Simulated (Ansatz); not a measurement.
## C wire along [100], 6 atoms a period, H-terminated: bands by functional

Aim: is the C wire along [100], 6 atoms a period, H-terminated a metal or a semiconductor?

Program: Ansatz 0.2.0. Level of theory: DFT PBE, plane waves, PAW; relaxation of a wire's period; PAW set soft_1, in the first sound run; inputs show where later runs differ. Results are calculated unless marked as measured.

### 1. The structure

The cell holds 16 atoms: 6 C and 10 H. Its edges and angles: a = 10.771 Å, b = 10.771 Å, c = 3.570 Å, α = 90.0°, β = 90.0°, γ = 90.0°. Vacuum lies along a and b. The structure's axis is c.

Structure file:

```cif
data_structure
_symmetry_space_group_name_H-M 'P 1'
_symmetry_Int_Tables_number 1
_cell_length_a 10.7710
_cell_length_b 10.7710
_cell_length_c 3.5700
_cell_angle_alpha 90.000
_cell_angle_beta 90.000
_cell_angle_gamma 90.000
_cell_volume 414.17
loop_
_atom_site_label
_atom_site_type_symbol
_atom_site_fract_x
_atom_site_fract_y
_atom_site_fract_z
_atom_site_occupancy
C1 C 0.54142 0.54142 0.00000 1
H2 H 0.39852 0.39852 0.06887 1
H3 H 0.60145 0.60145 0.18113 1
C4 C 0.45856 0.45856 0.25000 1
H5 H 0.31566 0.60145 0.31887 1
H6 H 0.60145 0.31566 0.31887 1
C7 C 0.37570 0.54142 0.50000 1
C8 C 0.54142 0.37570 0.50000 1
H9 H 0.51859 0.68432 0.56887 1
H10 H 0.68432 0.51859 0.56887 1
H11 H 0.31566 0.48139 0.68113 1
H12 H 0.48139 0.31566 0.68113 1
C13 C 0.45856 0.62428 0.75000 1
C14 C 0.62428 0.45856 0.75000 1
H15 H 0.39852 0.68432 0.93113 1
H16 H 0.68432 0.39852 0.93113 1
```

### 2. Relaxation of atoms and period

Band widths follow the bond lengths, so the wire is relaxed first. The atoms and the third cell vector are free; the box across stays fixed as vacuum. A Fermi-Dirac smearing is set since the result may be a metal. The pressure printed is a third of the stress's trace over the whole box, vacuum included; only the stress along the axis is relaxed.

File input.yaml:

```yaml
crystal:
  lattice:
    - [10.771, 0.0, 0.0]
    - [0.0, 10.771, 0.0]
    - [0.0, 0.0, 3.57]
  atoms:
    - { symbol: C, position: [0.541419766, 0.541419766, 0.0] }
    - { symbol: H, position: [0.398523814, 0.398523814, 0.068870504] }
    - { symbol: H, position: [0.601454331, 0.601454331, 0.181129496] }
    - { symbol: C, position: [0.458558379, 0.458558379, 0.25] }
    - { symbol: H, position: [0.315662427, 0.601454331, 0.318870504] }
    - { symbol: H, position: [0.601454331, 0.315662427, 0.318870504] }
    - { symbol: C, position: [0.375696992, 0.541419766, 0.5] }
    - { symbol: C, position: [0.541419766, 0.375696992, 0.5] }
    - { symbol: H, position: [0.518592944, 0.684315718, 0.568870504] }
    - { symbol: H, position: [0.684315718, 0.518592944, 0.568870504] }
    - { symbol: H, position: [0.315662427, 0.481385201, 0.681129496] }
    - { symbol: H, position: [0.481385201, 0.315662427, 0.681129496] }
    - { symbol: C, position: [0.458558379, 0.624281153, 0.75] }
    - { symbol: C, position: [0.624281153, 0.458558379, 0.75] }
    - { symbol: H, position: [0.398523814, 0.684315718, 0.931129496] }
    - { symbol: H, position: [0.684315718, 0.398523814, 0.931129496] }
kpoints:
  mp_grid: { grid: [1, 1, 23] }
scf:
  occupations: { method: fermi_dirac, width: 0.05 }
hamiltonian:
  xc: pbe
  pseudopotentials: { kind: paw, azcp: { folder: soft_1 } }
relax:
  cell: { fix: [a, b, alpha, beta, gamma] }
  max_steps: 45
  f_tol: 0.03
```

Launch:

```sh
$ ansatz run input.yaml --threads 4 --pin off --max-ram 16384MiB --backend cpu --events-out ev --progress --plain --runs-dir out
```

Numbers of over 12 decimals in the logs are rounded to 6 here.

Log:

```text
Engine: ansatz 0.2.0, aarch64-unknown-linux-gnu
Pseudopotentials: kind: paw
Pseudopotential: C, paw, valence charge 4, recommended cutoff 420 eV (normal), soft_1/C.paw.azcp
Pseudopotential: H, paw, valence charge 1, recommended cutoff 420 eV (normal), soft_1/H.paw.azcp
Functional definition: PBE
  parameter kappa = 0.804
  parameter beta = 0.066725
  exchange = pbe_x(kappa = kappa, mu = beta*pi^2/3)
  correlation = pbe_c(beta = beta)
Crystal: 16 atoms, lattice volume = 414.172 Å³
Basis set: ecut = 420 eV, 7983 PW (Γ), exchange–correlation on 144×144×48 points (8 copies of the dense FFT grid, shifted against one another)
Bands: 33, of which v1, the nominal top of the filled ones, is band 17 counted from 1 (16 counted from 0)
Symmetry: 4 space group operations
Space group: C2/m (ITA 12), of the structure as read, at distance tolerance 7.5e-5 Å
k-points: 12 of 23
Non-local potential: C, projectors of the file, l = 0: 2, l = 1: 2, l = 2: 1
Non-local potential: H, projectors of the file, l = 0: 2, l = 1: 1
PAW form: soft (Blöchl's): semilocal exchange-correlation on the pseudo side does not see the compensation charge
PAW one-centre angular grid: C, 110 points (default); XC on 64 Gauss nodes
PAW one-centre angular grid: H, 110 points (default); XC on 64 Gauss nodes
Initial density: superposition of atomic densities (neutral atoms: chi_scale 0, normalization atom)
Initial wavefunctions: pseudopotential atomic-orbital guess
Functional: x = pbe(κ = 0.804, μ = 0.219515), c = pbe(β = 0.066725)
SCF iter   1: F=—  HF=-1673.761761 eV  |F-HF|=—  |Δ(HF+E_count)|=         —  Δρ=6.55e-2  dr2=2.21e1  ethr=3.10e-3  ⟨swp⟩=8.2  Hψ=2396  notcnv=0  defer=7
preconditioner: auto → Resta (q_TF=auto, 1.799 Å⁻¹)  ε∞=1.4  [insulator: Δε(μ)=8.347 eV  Ē_g=16.688 eV  σ=0.050 eV  W_gap=1.00  n_scr=30 (ndim 8)  ℏωp=10.6 eV  f_vac=0.635  D(μ)=0.00/eV (n_scr^D=0)  ε∞_Penn≈1.4  vacuum switching on, ρ_ref=2.0e-2 e/Å³]
SCF iter   2: F=—  HF=-1666.797010 eV  |F-HF|=—  |Δ(HF+E_count)|=    6.96e0  Δρ=2.97e-2  dr2=2.21e0  ethr=3.10e-3  ⟨swp⟩=4.0  Hψ=1015  notcnv=0  defer=104
SCF iter   3: F=—  HF=-1666.214266 eV  |F-HF|=—  |Δ(HF+E_count)|=   5.83e-1  Δρ=1.07e-2  dr2=3.24e-1  ethr=3.10e-3  ⟨swp⟩=2.0  Hψ=587  notcnv=0  defer=104
SCF iter   4: F=—  HF=-1666.132974 eV  |F-HF|=—  |Δ(HF+E_count)|=   8.13e-2  Δρ=1.25e-3  dr2=5.72e-3  ethr=9.52e-4  ⟨swp⟩=4.1  Hψ=715  notcnv=0  defer=104
SCF iter   5: F=—  HF=-1666.132939 eV  |F-HF|=—  |Δ(HF+E_count)|=   3.48e-5  Δρ=4.21e-4  dr2=7.14e-4  ethr=1.68e-5  ⟨swp⟩=2.0  Hψ=509  notcnv=0  defer=104
SCF iter   6: F=—  HF=-1666.132935 eV  |F-HF|=—  |Δ(HF+E_count)|=   4.42e-6  Δρ=1.32e-4  dr2=3.80e-5  ethr=2.10e-6  ⟨swp⟩=2.0  Hψ=480  notcnv=0  defer=104
SCF iter   7: F=—  HF=-1666.133197 eV  |F-HF|=—  |Δ(HF+E_count)|=   2.62e-4  Δρ=2.74e-5  dr2=1.91e-6  ethr=1.12e-7  ⟨swp⟩=2.0  Hψ=589  notcnv=0  defer=104
SCF iter   8: F=-1666.133199 eV  HF=-1666.133199 eV  |F-HF|=7.12e-8  |Δ(HF+E_count)|=   1.60e-6  Δρ=6.31e-6  dr2=8.36e-8  ethr=2.94e-10  ⟨swp⟩=3.6  Hψ=1364  notcnv=0
SCF 1 converged in 8 iterations: F = -1666.133199 eV  dr2 = 8.36e-8
  greatest PAW one-centre occupation: 0.648 electrons in one spin orbital (limit 2), on the C atom at site 13 (counted from 0), in its partial waves of l = 0
relax step   1: F+E_penalty+E_count = -1666.13319868 eV  Δ(F+E_penalty+E_count) = +0.000e0 eV  max|allowed force component| = 6.064e-1 eV/Å  Δτ_max = 0.0000 Å  P = -0.471 GPa  Ω = 414.172 Å³  fix = [a, b, alpha, beta, gamma]  reactions: a -1.004, b -1.004 GPa; alpha +0.055, beta +0.055, gamma +0.521 GPa/rad  (8 SCF iters, dr2 threshold 1.00e-7 eV, accepted)
Crystal: 16 atoms, lattice volume = 434.339 Å³
Basis set: ecut = 420 eV, 8465 PW (Γ), exchange–correlation on 144×144×48 points (8 copies of the dense FFT grid, shifted against one another)
Initial density: handed on by an earlier stage of this run
Initial wavefunctions: those handed on with the density
iter 1 solved again at ethr=6.14e-4 eV; its pass at ethr=3.10e-3 eV (dr2=2.09e-1 eV) is discarded
SCF iter   1: F=—  HF=-1666.492399 eV  |F-HF|=—  |Δ(HF+E_count)|=         —  Δρ=1.08e-2  dr2=2.12e-1  ethr=6.14e-4  ⟨swp⟩=3.2  Hψ=2358  notcnv=0
preconditioner: auto → Resta (q_TF=auto, 1.784 Å⁻¹)  ε∞=1.6  [insulator: Δε(μ)=4.985 eV  Ē_g=13.764 eV  σ=0.050 eV  W_gap=1.00  n_scr=38 (ndim 8)  ℏωp=10.4 eV  f_vac=0.711  D(μ)=0.00/eV (n_scr^D=0)  ε∞_Penn≈1.6  vacuum switching on, ρ_ref=1.4e-2 e/Å³]
SCF iter   2: F=—  HF=-1666.476508 eV  |F-HF|=—  |Δ(HF+E_count)|=   1.59e-2  Δρ=4.99e-3  dr2=4.11e-2  ethr=6.14e-4  ⟨swp⟩=3.2  Hψ=729  notcnv=0
SCF iter   3: F=—  HF=-1666.482778 eV  |F-HF|=—  |Δ(HF+E_count)|=   6.27e-3  Δρ=1.08e-3  dr2=4.42e-3  ethr=1.21e-4  ⟨swp⟩=3.2  Hψ=785  notcnv=0
SCF iter   4: F=—  HF=-1666.482274 eV  |F-HF|=—  |Δ(HF+E_count)|=   5.04e-4  Δρ=1.82e-4  dr2=1.03e-4  ethr=1.30e-5  ⟨swp⟩=2.0  Hψ=536  notcnv=0
SCF iter   5: F=—  HF=-1666.482435 eV  |F-HF|=—  |Δ(HF+E_count)|=   1.61e-4  Δρ=3.46e-5  dr2=4.37e-6  ethr=3.04e-7  ⟨swp⟩=2.0  Hψ=600  notcnv=0
SCF iter   6: F=-1666.482437 eV  HF=-1666.482437 eV  |F-HF|=3.45e-7  |Δ(HF+E_count)|=   2.37e-6  Δρ=1.11e-5  dr2=6.84e-7  ethr=4.71e-9  ⟨swp⟩=5.0  Hψ=1192  notcnv=0
SCF 2 converged in 6 iterations: F = -1666.482437 eV  dr2 = 6.84e-7
  greatest PAW one-centre occupation: 0.650 electrons in one spin orbital (limit 2), on the C atom at site 13 (counted from 0), in its partial waves of l = 0
relax step   2: F+E_penalty+E_count = -1666.48243710 eV  Δ(F+E_penalty+E_count) = -3.492e-1 eV  max|allowed force component| = 3.749e-1 eV/Å  Δτ_max = 0.1439 Å  P = -0.150 GPa  Ω = 434.339 Å³  energy of the carried Pulay correction = -1.092e-2 eV  fix = [a, b, alpha, beta, gamma]  reactions: a -0.439, b -0.439 GPa; alpha -0.124, beta -0.124, gamma -0.101 GPa/rad  (6 SCF iters, dr2 threshold 1.60e-6 eV, accepted)
Crystal: 16 atoms, lattice volume = 443.816 Å³
Basis set: ecut = 420 eV, 8705 PW (Γ), exchange–correlation on 144×144×48 points (8 copies of the dense FFT grid, shifted against one another)
iter 1 solved again at ethr=1.42e-4 eV; its pass at ethr=3.10e-3 eV (dr2=4.84e-2 eV) is discarded
SCF iter   1: F=—  HF=-1666.532054 eV  |F-HF|=—  |Δ(HF+E_count)|=         —  Δρ=5.14e-3  dr2=5.50e-2  ethr=1.42e-4  ⟨swp⟩=3.4  Hψ=2177  notcnv=0
preconditioner: auto → Resta (q_TF=auto, 1.778 Å⁻¹)  ε∞=1.6  [insulator: Δε(μ)=5.081 eV  Ē_g=13.764 eV  σ=0.050 eV  W_gap=1.00  n_scr=38 (ndim 8)  ℏωp=10.3 eV  f_vac=0.713  D(μ)=0.00/eV (n_scr^D=0)  ε∞_Penn≈1.6  vacuum switching on, ρ_ref=1.4e-2 e/Å³]
[...]
relax step   3: F+E_penalty+E_count = -1666.52504850 eV  Δ(F+E_penalty+E_count) = -4.261e-2 eV  max|allowed force component| = 9.587e-2 eV/Å  Δτ_max = 0.0510 Å  P = +0.050 GPa  Ω = 443.816 Å³  energy of the carried Pulay correction = -1.588e-2 eV  fix = [a, b, alpha, beta, gamma]  reactions: a +0.013, b +0.013 GPa; alpha +0.043, beta +0.043, gamma +0.096 GPa/rad  (5 SCF iters, dr2 threshold 1.60e-6 eV, accepted)
[...]
relax step   4: F+E_penalty+E_count = -1666.52994203 eV  Δ(F+E_penalty+E_count) = -4.894e-3 eV  max|allowed force component| = 4.405e-2 eV/Å  Δτ_max = 0.0281 Å  P = +0.004 GPa  Ω = 446.993 Å³  energy of the carried Pulay correction = -1.751e-2 eV  fix = [a, b, alpha, beta, gamma]  reactions: a -0.006, b -0.006 GPa; alpha +0.009, beta +0.009, gamma -0.005 GPa/rad  (5 SCF iters, dr2 threshold 5.74e-7 eV, accepted)
[...]
relax step   5: F+E_penalty+E_count = -1666.52987648 eV  Δ(F+E_penalty+E_count) = +6.555e-5 eV  max|allowed force component| = 1.197e-2 eV/Å  Δτ_max = 0.0053 Å  P = -0.030 GPa  Ω = 447.714 Å³  energy of the carried Pulay correction = -1.788e-2 eV  fix = [a, b, alpha, beta, gamma]  reactions: a -0.043, b -0.043 GPa; alpha -0.014, beta -0.014, gamma +0.012 GPa/rad  (5 SCF iters, dr2 threshold 1.21e-7 eV, accepted)
[...]
relax step   6: F+E_penalty+E_count = -1666.56482724 eV  Δ(F+E_penalty+E_count) = -3.495e-2 eV  max|allowed force component| = 1.355e-2 eV/Å  Δτ_max = 0.0000 Å  P = +0.057 GPa  Ω = 447.714 Å³  fix = [a, b, alpha, beta, gamma]  reactions: a -0.001, b -0.001 GPa; alpha -0.014, beta -0.014, gamma +0.014 GPa/rad  stress off target by 1.75e-1 GPa on what of the cell is left free  SCF on the basis re-selected at this cell (its energy is not comparable with the rows above)  (7 SCF iters)
[...]
relax step   7: F+E_penalty+E_count = -1666.56515203 eV  Δ(F+E_penalty+E_count) = -3.248e-4 eV  max|allowed force component| = 1.133e-2 eV/Å  Δτ_max = 0.0108 Å  P = +0.011 GPa  Ω = 450.514 Å³  energy of the carried Pulay correction = -1.508e-3 eV  fix = [a, b, alpha, beta, gamma]  reactions: a +0.008, b +0.008 GPa; alpha -0.002, beta -0.002, gamma +0.003 GPa/rad  (6 SCF iters, dr2 threshold 7.65e-8 eV, accepted)
iter 1 solved again at ethr=4.45e-7 eV; its pass at ethr=3.10e-3 eV (dr2=1.51e-4 eV) is discarded
SCF iter   1: F=—  HF=-1666.563913 eV  |F-HF|=—  |Δ(HF+E_count)|=         —  Δρ=7.62e-5  dr2=8.11e-7  ethr=4.45e-7  ⟨swp⟩=4.9  Hψ=3577  notcnv=0
preconditioner: auto → Resta (q_TF=auto, 1.774 Å⁻¹)  ε∞=1.6  [insulator: Δε(μ)=5.074 eV  Ē_g=13.692 eV  σ=0.050 eV  W_gap=1.00  n_scr=38 (ndim 8)  ℏωp=10.2 eV  f_vac=0.708  D(μ)=0.00/eV (n_scr^D=0)  ε∞_Penn≈1.6  vacuum switching on, ρ_ref=1.4e-2 e/Å³]
SCF iter   2: F=—  HF=-1666.565715 eV  |F-HF|=—  |Δ(HF+E_count)|=   1.80e-3  Δρ=3.83e-5  dr2=2.06e-7  ethr=2.39e-9  ⟨swp⟩=2.3  Hψ=664  notcnv=0
SCF iter   3: F=—  HF=-1666.566592 eV  |F-HF|=—  |Δ(HF+E_count)|=   8.76e-4  Δρ=1.07e-5  dr2=2.30e-8  ethr=6.06e-10  ⟨swp⟩=3.8  Hψ=913  notcnv=0
SCF iter   4: F=—  HF=-1666.566750 eV  |F-HF|=—  |Δ(HF+E_count)|=   1.58e-4  Δρ=9.05e-7  dr2=2.77e-9  ethr=6.77e-11  ⟨swp⟩=3.5  Hψ=822  notcnv=0
SCF iter   5: F=—  HF=-1666.566752 eV  |F-HF|=—  |Δ(HF+E_count)|=   2.45e-6  Δρ=2.34e-7  dr2=3.15e-10  ethr=8.15e-12  ⟨swp⟩=2.2  Hψ=620  notcnv=0  defer=7
SCF iter   6: F=-1666.566752 eV  HF=-1666.566752 eV  |F-HF|=6.65e-10  |Δ(HF+E_count)|=   2.60e-8  Δρ=8.28e-8  dr2=3.19e-11  ethr=1.00e-12  ⟨swp⟩=5.0  Hψ=1194  notcnv=0
SCF 8 converged in 6 iterations: F = -1666.566752 eV  dr2 = 3.19e-11
relax step   8: F+E_penalty+E_count = -1666.56675223 eV  Δ(F+E_penalty+E_count) = -1.600e-3 eV  max|allowed force component| = 1.108e-2 eV/Å  Δτ_max = 0.0000 Å  P = +0.012 GPa  Ω = 450.514 Å³  fix = [a, b, alpha, beta, gamma]  reactions: a +0.006, b +0.006 GPa; alpha -0.002, beta -0.002, gamma +0.003 GPa/rad  stress off target by 2.17e-2 GPa on what of the cell is left free  SCF on the basis re-selected at this cell (its energy is not comparable with the rows above)  (6 SCF iters)
basis re-selected at this cell: Δ(F+E_penalty+E_count) = -1.600e-3 eV, ΔP = +0.001 GPa vs the last step (what re-selecting the basis moved, of the pressure what is left beyond the Pulay correction that the steps carried, after the strain that the cell walked since its last selection, with what the two solves' SCF thresholds leave and, on support functions, any second-order correction that the steps lacked; it is no m [...]
SCF converged after 6 iterations
Free energy (F): -1666.566752 eV
Harris-Foulkes:  -1666.566752 eV  (|F-HF|=6.65e-10)
Internal energy: -1666.566752 eV  (E = F + TS)
E sigma→0 (E₀):  -1666.566752 eV
Fermi energy:    -1.993535 eV
--- Per-component energies (eV) ---
  E_band       = -336.764561
  E_kinetic    = 673.131298
  E_local      = -5961.469601  (includes V_loc(G=0)·N_el)
  E_nonlocal   = 144.304137
  E_hartree    = 2664.255937
  E_xc         = -374.099167
  E_vxc        = -466.153607  (∫ρ·V_xc dr)
  E_paw        = -606.855566  (= ΣΔE_a)
  E_vpaw       = -55.077745  (= ΣTr[D̂ρ^β])
  E_aug_tail   = -0.010747  (compensation charges beyond the density's cutoff)
  E_ewald      = 1794.176955
  E_smearing   = -0.000000  (= −TS)
  E_closure    = -0.000000  (closes the sum)
  Σ components = -1666.566752   (vs F -1666.566752, Δ=0.00e0)
--- Forces (eV/Å), atoms counted from 1 ---
  atom   1  C     -0.00171034    -0.00171034    -0.01108254
  atom   2  H     -0.00277093    -0.00277093     0.00098476
  atom   3  H      0.00277093     0.00277093    -0.00098476
  atom   4  C      0.00171034     0.00171034     0.01108254
  atom   5  H     -0.00478487     0.00515312    -0.00110961
  atom   6  H      0.00515312    -0.00478487    -0.00110961
  atom   7  C      0.00264156    -0.00399494    -0.00160534
  atom   8  C     -0.00399494     0.00264156    -0.00160534
  atom   9  H      0.00163755    -0.00255182     0.00318263
  atom  10  H     -0.00255182     0.00163755     0.00318263
  atom  11  H      0.00255182    -0.00163755    -0.00318263
  atom  12  H     -0.00163755     0.00255182    -0.00318263
  atom  13  C      0.00399494    -0.00264156     0.00160534
  atom  14  C     -0.00264156     0.00399494     0.00160534
  atom  15  H     -0.00515312     0.00478487     0.00110961
  atom  16  H      0.00478487    -0.00515312     0.00110961
  max |Σ_I F_I| component: 1.73e-18 eV/Å
--- Stress (GPa, compression-positive) ---
        0.006444      -0.002649       0.002442
       -0.002649       0.006444       0.002442
        0.002443       0.002443       0.021706
  P = ⅓ Tr σ = 0.0115 GPa (0.115 kbar)
--- Relaxed structure (6 steps of the walk, 6 accepted, 2 SCFs on fresh bases) ---
  F+E_penalty+E_count = -1666.56675223 eV   max|allowed force component| = 1.108e-2 eV/Å   (the final SCF, on the basis selected at the relaxed cell)
  cell:  # Å, volume = 450.5135 Å³
    - [10.771, 0, 0]
    - [0, 10.771, 0]
    - [0, 0, 3.883254]
  atoms:
    - { symbol: C, position: [0.537834, 0.537834, -0.00966813] }
    - { symbol: H, position: [0.399594, 0.399594, 0.117109] }
    - { symbol: H, position: [0.600384, 0.600384, 0.132891] }
    - { symbol: C, position: [0.462144, 0.462144, 0.259668] }
    - { symbol: H, position: [0.321451, 0.606375, 0.341481] }
    - { symbol: H, position: [0.606375, 0.321451, 0.341481] }
    - { symbol: C, position: [0.380288, 0.543964, 0.494638] }
    - { symbol: C, position: [0.543964, 0.380288, 0.494638] }
    - { symbol: H, position: [0.517118, 0.684573, 0.615931] }
    - { symbol: H, position: [0.684573, 0.517118, 0.615931] }
    - { symbol: H, position: [0.315405, 0.482860, 0.634069] }
    - { symbol: H, position: [0.482860, 0.315405, 0.634069] }
    - { symbol: C, position: [0.456014, 0.619690, 0.755362] }
    - { symbol: C, position: [0.619690, 0.456014, 0.755362] }
    - { symbol: H, position: [0.393603, 0.678527, 0.908519] }
    - { symbol: H, position: [0.678527, 0.393603, 0.908519] }
```

Elapsed: 19 s, on 4 threads of Arm Neoverse V1, shared host; peak memory 0.66 GiB; 71 s of CPU time.

Step by step:

```
step  energy less that of the first step (eV)  largest force component (eV/Å)  pressure (GPa)  volume (Å³)
   1                                   0.0000                          0.6064           -0.47       414.17
   2                                  -0.3492                          0.3749           -0.15       434.34
   3                                  -0.3918                          0.0959            0.05       443.82
   4                                  -0.3967                          0.0440            0.00       446.99
   5                                  -0.3967                          0.0120           -0.03       447.71
  6*                                  -0.4316                          0.0135            0.06       447.71
   7                                  -0.4320                          0.0113            0.01       450.51
  8*                                  -0.4336                          0.0111            0.01       450.51
```

Relaxation steps marked * repeat the geometry before them on a plane-wave basis chosen anew for their cell, so energy and pressure can jump there.

The run keeps the 4 symmetry operations that it works with, so distortions that break them were not tested.

```
cell as run  before  after  change
      c (Å)   3.570  3.883  +8.8 %
```

The atoms that moved most (Å, along periodic axes as changes of fractional coordinates times the final cell, across vacuum about the mean position):

```
atom      dx      dy      dz  length
  H3  -0.012  -0.012  -0.187   0.188
  H2   0.012   0.012   0.187   0.188
 H11  -0.003   0.016  -0.183   0.183
 H12   0.016  -0.003  -0.183   0.183
  H9  -0.016   0.003   0.183   0.183
 H10   0.003  -0.016   0.183   0.183
 H15  -0.053  -0.062  -0.088   0.120
 H16  -0.062  -0.053  -0.088   0.120
```

This step gave:

| Item | Value |
| --- | --- |
| cell length along the wire | 3.883 Å |

The cell's length comes to 3.883 Å with spin left out.

(Part 1 of 2 ends here.)

[Logs are printed without paths, hosts, clocks, repeated set-up lines and the standing remarks that a program may print on its own settings, such as how far it seeks lower states.]

[Hosts, paths, dates, database ids (printed as entryN), source tags and the programs' standing remarks are cut or masked in the printed files.]
